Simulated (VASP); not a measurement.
# Si (Fd-3m) in VASP: a series of runs

One crystal, Si, is run at these levels: r2SCAN; tasks: single point, relaxation of cell and atoms.

Everything below comes from runs of VASP 6.6.1. Logs are shortened: lines on timing, memory, paths and dates and some standing lists are left out, and cuts for length are marked.

## 1. Starting point

Symmetry: Fd-3m, No. 227, cubic system. Conventional cell: a = 5.444 Å, b = 5.444 Å, c = 5.444 Å, α = 90.00°, β = 90.00°, γ = 90.00°. Si (site symmetry -43m) is surrounded by 4 Si at 2.36 Å.

## 2. Single point, r2SCAN

Contents of POSCAR:

```
Si
1.0
    0.0000000000      2.7220959755      2.7220959755
    2.7220959755      0.0000000000      2.7220959755
    2.7220959755      2.7220959755      0.0000000000
Si
2
Direct
    0.7500000000      0.7500000000      0.7500000000
    0.5000000000      0.5000000000      0.5000000000
```

Contents of INCAR.step1:

```
SYSTEM = Si
PREC     = Accurate       ! precision mode
ENCUT    = 520            ! plane-wave cutoff, eV
ISMEAR   = -5             ! smearing method
SIGMA    = 0.02           ! smearing width, eV
LREAL    = .FALSE.        ! projectors in reciprocal space
LASPH    = .TRUE.         ! aspherical terms in the spheres
NELM     = 100            ! most SCF steps
NBANDS   = 11             ! bands
GGA      = PE             ! functional
ALGO     = Normal         ! electronic algorithm
EDIFF    = 1E-4           ! SCF threshold, eV
LWAVE    = .TRUE.         ! write WAVECAR
LCHARG   = .FALSE.        ! write CHGCAR
```

Contents of INCAR.step2:

```
SYSTEM = Si
PREC     = Accurate       ! precision mode
ENCUT    = 520            ! plane-wave cutoff, eV
EDIFF    = 1E-6           ! SCF threshold, eV
ISMEAR   = 0              ! smearing method
SIGMA    = 0.02           ! smearing width, eV
LREAL    = .FALSE.        ! projectors in reciprocal space
LASPH    = .TRUE.         ! aspherical terms in the spheres
NELM     = 100            ! most SCF steps
ALGO     = Normal         ! electronic algorithm
ISIF     = 2              ! what is computed and relaxed
LWAVE    = .FALSE.        ! write WAVECAR
LCHARG   = .FALSE.        ! write CHGCAR
METAGGA  = R2SCAN         ! meta-GGA
LMIXTAU  = .TRUE.       
LORBIT   = 10             ! projections on sites
NBANDS   = 11             ! bands
ISTART   = 1
```

Contents of KPOINTS:

```
regular mesh
0
G
  10 10 10
  0 0 0
```

Potentials or basis: VASP PAW PBE potentials, release 64 (Si).

Run with:

```sh
> cat potpaw_PBE.64/Si/POTCAR > POTCAR
> cp INCAR.step1 INCAR
> mpirun -np 1 vasp_std > vasp.out
> cp INCAR.step2 INCAR
> mpirun -np 1 vasp_std > vasp.out
```

OUTCAR:

```text
SYSTEM = Si
   PREC = Accurate
   ENCUT = 520
   EDIFF = 1E-6
   ISMEAR = 0
   LREAL = .FALSE.
   LASPH = .TRUE.
   NELM = 100
   ISIF = 2
   METAGGA = R2SCAN
   LORBIT = 10
   ISTART = 1

 ion  position               nearest neighbor table
   1  0.750  0.750  0.750-   2 2.36   2 2.36   2 2.36   2 2.36
   2  0.500  0.500  0.500-   1 2.36   1 2.36   1 2.36   1 2.36

  LATTYP: Found a face centered cubic cell.
 ALAT       =     5.4441919510

  Lattice vectors:

 A1 = (   0.0000000000,   2.7220959755,   2.7220959755)
 A2 = (   2.7220959755,   0.0000000000,   2.7220959755)
 A3 = (   2.7220959755,   2.7220959755,   0.0000000000)

Analysis of symmetry for initial positions (statically):
=====================================================================
 Subroutine PRICEL returns:
 Original cell was already a primitive cell.

 Routine SETGRP: Setting up the symmetry group for a
 face centered cubic supercell.

 Subroutine GETGRP returns: Found 48 space group operations
 (whereof 24 operations were pure point group operations)
 out of a pool of 48 trial point group operations.

The static configuration has the point symmetry T_d .
 The point group associated with its full space group is O_h .

Analysis of symmetry for dynamics (positions and initial velocities):
=====================================================================
 Subroutine PRICEL returns:
 Original cell was already a primitive cell.

 Routine SETGRP: Setting up the symmetry group for a
 face centered cubic supercell.

 Subroutine GETGRP returns: Found 48 space group operations
 (whereof 24 operations were pure point group operations)
 out of a pool of 48 trial point group operations.

The dynamic configuration has the point symmetry T_d .
 The point group associated with its full space group is O_h .

 Subroutine INISYM returns: Found 48 space group operations
 (whereof 24 operations are pure point group operations),
 and found     1 'primitive' translations

----------------------------------------------------------------------------------------

                                     Primitive cell

  volume of cell :      40.3404

  direct lattice vectors                    reciprocal lattice vectors
     0.000000000  2.722095975  2.722095975    -0.183681988  0.183681988  0.183681988
     2.722095975  0.000000000  2.722095975     0.183681988 -0.183681988  0.183681988
     2.722095975  2.722095975  0.000000000     0.183681988  0.183681988 -0.183681988

  length of vectors
     3.849625047  3.849625047  3.849625047     0.318146535  0.318146535  0.318146535

  position of ions in fractional coordinates (direct lattice)
     0.750000000  0.750000000  0.750000000
     0.500000000  0.500000000  0.500000000

[... 92 lines left out ...]
   EFERMI_NEDOS =   21; number of points for ismear=-14 and -15
   IALGO  =     38    algorithm
   IMIX   =      4    mixing-type and parameters
     AMIX     =   0.40;   BMIX     =  1.00
     AMIX_MAG =   1.60;   BMIX_MAG =  1.00
  volume/ion in A,a.u.               =      20.17       136.12
  Fermi-wavevector in a.u.,A,eV,Ry     =   0.954681  1.804085 12.400552  0.911415
  Thomas-Fermi vector in A             =   2.083449
   LORBIT       =     10    0 simple, 1 ext, 2 COOP (PROOUT), +10 PAW based schemes
   METAGGA = R2SCAN    functional components
   LHFCALC =     F    Hartree Fock is set to
   AEXX    =    0.0000 exact exchange contribution
   IVDW    =     0    specifies the selected vdW correction
   LEPSILON=     F    determine dielectric tensor
   LRPA    =     F    only Hartree local field effects (RPA)
 non-spin polarized calculation
 Gauss-broadening in eV      SIGMA  =   0.02
  energy-cutoff  :      520.00
  volume of cell :       40.34
 maximum number of plane-waves:      1106
 NGX is ok and might be reduce to    30
   NGX = 15   NGY = 15   NGZ = 15

 number of electron       8.0000001 magnetization

 Free energy of the ion-electron system (eV)
  ---------------------------------------------------
  ext. energy  EPLUGINS =         0.00000000
  ---------------------------------------------------
  free energy    TOTEN  =       -17.54983648 eV

  energy without entropy =      -17.54983648  energy(sigma->0) =      -17.54983648

 E-fermi :   5.8011     XC(G=0):  -9.8253

 val. band max:        5.6623629630   @ k =   0.0000   0.0000   0.0000
 cond. band min:       6.4553313407   @ k =   0.4000   0.4000   0.0000
 fundamental gap:      0.7929683777
 Fermi energy:         5.8010808928

 k-point     1 :       0.0000    0.0000    0.0000
  band No.  band energies     occupation
      1      -6.8109      2.00000
      2       5.6624      2.00000
      3       5.6624      2.00000
      4       5.6624      2.00000
      5       8.4174      0.00000
      6       8.4174      0.00000
      7       8.4174      0.00000
      8       9.5597      0.00000
      9      13.7855      0.00000
     10      13.7855      0.00000
     11      14.3314      0.00000
[... 309 lines left out ...]
 k-point    24 :       0.4000    0.3000    0.0000
  band No.  band energies     occupation
      1      -4.5483      2.00000
      2       0.0440      2.00000
      3       2.6903      2.00000
      4       3.1098      2.00000
      5       6.9306      0.00000
      6       8.1858      0.00000
      7      13.0975      0.00000
      8      13.1880      0.00000
      9      16.7068      0.00000
     10      17.1977      0.00000
     11      18.5888      0.00000

 [... further k-points ...]
[... 5 lines left out ...]
  --------------------------------------------------------------------------------------
  -------------------------------------------------------------------------------------
  Total       -0.0591013     -0.0591013     -0.0591013     -0.0000000      0.0000000      0.0000000
  in kB       -2.3472941     -2.3472941     -2.3472941     -0.0000000      0.0000000      0.0000000
  external PRESSURE =      -2.3472941 kB  Pullay stress =       0.0000000 kB

 VOLUME and BASIS-vectors are now :
 -----------------------------------------------------------------------------
  energy-cutoff  :      520.00
  volume of cell :       40.34
      direct lattice vectors                 reciprocal lattice vectors
     0.000000000  2.722095975  2.722095975    -0.183681988  0.183681988  0.183681988
     2.722095975  0.000000000  2.722095975     0.183681988 -0.183681988  0.183681988
     2.722095975  2.722095975  0.000000000     0.183681988  0.183681988 -0.183681988

 POSITION                                       TOTAL-FORCE (eV/Angst)
 -----------------------------------------------------------------------------------
      4.08314      4.08314      4.08314        -0.000000     -0.000000     -0.000000
      2.72210      2.72210      2.72210         0.000000      0.000000      0.000000
 -----------------------------------------------------------------------------------
    total drift:                                0.000000     -0.000000     -0.000000

  FREE ENERGIE OF THE ION-ELECTRON SYSTEM (eV)
  ---------------------------------------------------
  free  energy   TOTEN  =       -17.5498364756 eV

  energy  without entropy=      -17.5498364756  energy(sigma->0) =      -17.54983648

 total charge

# of ion       s       p       d       tot
------------------------------------------
    1        0.745   0.960   0.000   1.705
    2        0.745   0.960   0.000   1.705
--------------------------------------------------
tot          1.490   1.920   0.000   3.410
```

OSZICAR.step1:

```text
N       E                     dE             d eps       ncg     rms          rms(c)
DAV:   1     0.790463043583E+01    0.79046E+01   -0.32434E+03  1034   0.589E+02
DAV:   2    -0.104879856061E+02   -0.18393E+02   -0.17763E+02  1334   0.863E+01
DAV:   3    -0.110188209932E+02   -0.53084E+00   -0.52957E+00  1341   0.130E+01
DAV:   4    -0.110229472899E+02   -0.41263E-02   -0.41258E-02  1233   0.145E+00
DAV:   5    -0.110229890477E+02   -0.41758E-04   -0.41757E-04  1348   0.137E-01    0.483E+00
DAV:   6    -0.109013927491E+02    0.12160E+00   -0.69198E-02  1154   0.108E+00    0.295E+00
DAV:   7    -0.108456159313E+02    0.55777E-01   -0.13377E-01  1165   0.161E+00    0.177E-01
DAV:   8    -0.108468793523E+02   -0.12634E-02   -0.59076E-03  1184   0.413E-01    0.805E-02
DAV:   9    -0.108470846923E+02   -0.20534E-03   -0.19662E-04  1264   0.857E-02    0.591E-02
DAV:  10    -0.108471098851E+02   -0.25193E-04   -0.21365E-05   724   0.270E-02
   1 F= -.10847110E+02 E0= -.10847110E+02  d E =0.000000E+00
```

Run time: 62 s. Hardware: 1 thread of AMD EPYC 7R13 (Zen 3), shared host; peak memory 0.14 GiB.

Results:

```yaml
Free_energy: -17.5498 eV
Pressure: -0.2 GPa
Band_gap_on_the_k_mesh: 0.79 eV, indirect (least direct gap 2.76 eV)
Valence_electrons_inside_the_program's_atomic_spheres: Si 1.71
```

Caveat: the PAW data sets were made with another functional, which shifts forces and pressure a little. r2SCAN opens gaps a little over a GGA but as a rule still falls short of measured ones.

## 3. Single point, r2SCAN

This run uses another cell than the first one, of 19.57 Å³/atom, 0.970 times its volume.

Contents of POSCAR:

```
Si
1.0
    0.0000000000      2.6945981765      2.6945981765
    2.6945981765      0.0000000000      2.6945981765
    2.6945981765      2.6945981765      0.0000000000
Si
2
Direct
    0.7500000000      0.7500000000      0.7500000000
    0.5000000000      0.5000000000      0.5000000000
```

Contents of INCAR.step1:

```
PREC = Accurate
ENCUT = 520
ISMEAR = 0
SIGMA = 0.02
LREAL = F
LASPH = T
NELM = 80
NBANDS = 11
GGA = PE
ALGO = Normal
EDIFF = 1E-4
LWAVE = T
LCHARG = F
```

Contents of INCAR.step2:

```
PREC = Accurate
ENCUT = 520
EDIFF = 1E-6
ISMEAR = 0
SIGMA = 0.02
LREAL = F
LASPH = T
NELM = 80
ALGO = Normal
ISIF = 2
LWAVE = F
LCHARG = F
METAGGA = R2SCAN
LMIXTAU = T
NBANDS = 11
ISTART = 1
```

Contents of KPOINTS:

```
Automatic mesh
0
Gamma
  10 10 10
```

Potentials or basis: VASP PAW PBE potentials, release 64 (Si).

Run with:

```sh
> cat potpaw_PBE.64/Si/POTCAR > POTCAR
> cp INCAR.step1 INCAR
> mpirun -np 1 vasp_std > vasp.out
> cp INCAR.step2 INCAR
> mpirun -np 1 vasp_std > vasp.out
```

Wall time 50 s (1 thread of AMD EPYC 7R13 (Zen 3), shared host); peak memory 0.13 GiB.

Results (log left out):

```yaml
Free_energy: -17.5401 eV
Pressure: 2.9 GPa
Band_gap_on_the_k_mesh: 0.74 eV, indirect (least direct gap 2.77 eV)
```

Levels at points of the mesh, in eV from the valence-band top:
```tsv
k point	band 2	band 3	band 4	band 5	band 6	band 7
(0.00, 0.00, 0.00)	0.00	0.00	0.00	2.77	2.77	2.77
(0.50, 0.00, 0.00)	-7.38	-1.29	-1.29	1.97	3.58	3.58
(0.50, 0.50, 0.00)	-8.24	-3.08	-3.08	0.88	0.88	11.10
```

Caveat: the PAW data sets were made with another functional, which shifts forces and pressure a little. A k mesh can miss the band edges.

[end of part 1 of 3]
